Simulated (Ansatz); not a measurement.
Runs of Ansatz 0.2.0 on CdS (Greenockite). Symmetry: P6_3mc, No. 186, hexagonal system. Conventional cell: a = 4.150 Å, b = 4.150 Å, c = 6.737 Å, α = 90.00°, β = 90.00°, γ = 120.00°. Cd (site symmetry 3m) has 4 S at 2.53 to 2.54 Å as nearest neighbours. S (site symmetry 3m) is surrounded by 4 Cd at 2.53 to 2.54 Å. 

```tsv
task	level	potentials or basis	k mesh	cutoff (eV)	smearing	basis error allowed	mesh quality	gap on the mesh (eV)	pressure (GPa)	largest force (eV/Å)
band structure	PBEsol	all-electron PAW datasets made for the crystal	7 × 7 × 4	260	fermi-dirac 0.05 eV	-	not flagged	1.06	-1.0	0.07
phonons	PBE	all-electron LAPW, scalar-relativistic	7 × 7 × 4	243	fermi-dirac 0.05 eV	0.002 eV/atom	not flagged	1.20	-	0.07
single point	PBE	all-electron LAPW, scalar-relativistic	4 × 4 × 2	227	fermi-dirac 0.04 eV	0.002 eV/atom	coarse	1.19	2.2	(a)
band structure	PBEsol	all-electron LAPW, non-relativistic	7 × 7 × 4	227	fermi-dirac 0.05 eV	0.002 eV/atom	not flagged	(b)	1.2	0.08
elastic constants	PBE	all-electron LAPW, scalar-relativistic	5 × 5 × 3	243	fermi-dirac 0.05 eV	0.002 eV/atom	not flagged	1.19	2.1	0.07
band structure	PBEsol	all-electron LAPW, inner shells corrected to Dirac's equation	7 × 7 × 4	227	fermi-dirac 0.05 eV	0.002 eV/atom	not flagged	1.06	(c)	0.07
band structure	PBEsol	all-electron LAPW, scalar-relativistic	7 × 7 × 4	227	fermi-dirac 0.05 eV	0.002 eV/atom	not flagged	1.06	-1.0	0.07
```

Alike in all rows: no spin polarisation; cell as given.

Question: Fill in the values left out.

Answer: (a) 0.05; (b) 1.54; (c) -0.9.

Caveats: some runs use coarse meshes; relativity is left out, which matters for the heavier elements (some runs).

A k mesh can miss the band edges, and the runs leave out spin-orbit coupling on Cd.

The runs don't all hold the same shells in valence.
